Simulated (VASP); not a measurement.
Set up this calculation in VASP 6.6.1, as the native input.

```yaml
Task: relaxation of cell and atoms
Functional: PBE
Potentials_or_basis: VASP PAW PBE potentials, release 64 (W_sv, C_s)
Cutoff: 480 eV
k_mesh: 10 × 10 × 9
Occupations: fermi-dirac, width 0.05 eV
Spin: no spin polarisation
Further_INCAR_settings: ALGO = Normal; EDIFF = 1e-06; IBRION = 2; EDIFFG = -0.01; NSW = 60; ISIF = 3
```

The structure of WC (Qusongite) lies in POSCAR:

```
WC
1.0
    2.9065000000      0.0000000000      0.0000000000
   -1.4532500000      2.5171028361      0.0000000000
    0.0000000000      0.0000000000      2.8366000000
W C
1 1
Direct
    0.0000000000      0.0000000000      0.0000000000
    0.6666666667      0.3333333333      0.5000000000
```

These files were run (other wordings do the same):

INCAR

```
SYSTEM = WC
  ALGO = Normal
  EDIFF = 1E-6
  EDIFFG = -0.01
  ENCUT = 480
  GGA = PE
  IBRION = 2
  ISIF = 3
  ISMEAR = -1
  LASPH = .True.
  LCHARG = .False.
  LREAL = .False.
  LWAVE = .False.
  NELM = 80
  NSW = 60
  PREC = Accurate
  SIGMA = 0.05
```

KPOINTS

```
k-points
0
Gamma
  10 10 9
  0 0 0
```

Potentials or basis: VASP PAW PBE potentials, release 64 (W_sv, C_s).

Command:

```sh
$ cat potpaw_PBE.64/W_sv/POTCAR potpaw_PBE.64/C_s/POTCAR > POTCAR
$ mpirun -np 1 vasp_std > vasp.out
```

Results of the run:

The relaxed volume is 10.55 Å³/atom, the relaxed cell is a = 2.925 Å, b = 2.925 Å, c = 2.848 Å, α = 90.00°, β = 90.00°, γ = 120.00° and the space group after relaxing (to 0.05 Å) is P-6m2 (No. 187). The energy gained by relaxing is 3.6 meV/atom. The ionic steps are 6, the pressure after relaxing is 0.0 GPa and the band gap on the k mesh is none (metal or under the smearing width).

Run time: 20 s on 1 thread of Intel(R) Xeon(R) 6975P-C (Granite Rapids), with other jobs on the host, peak memory 0.15 GiB.
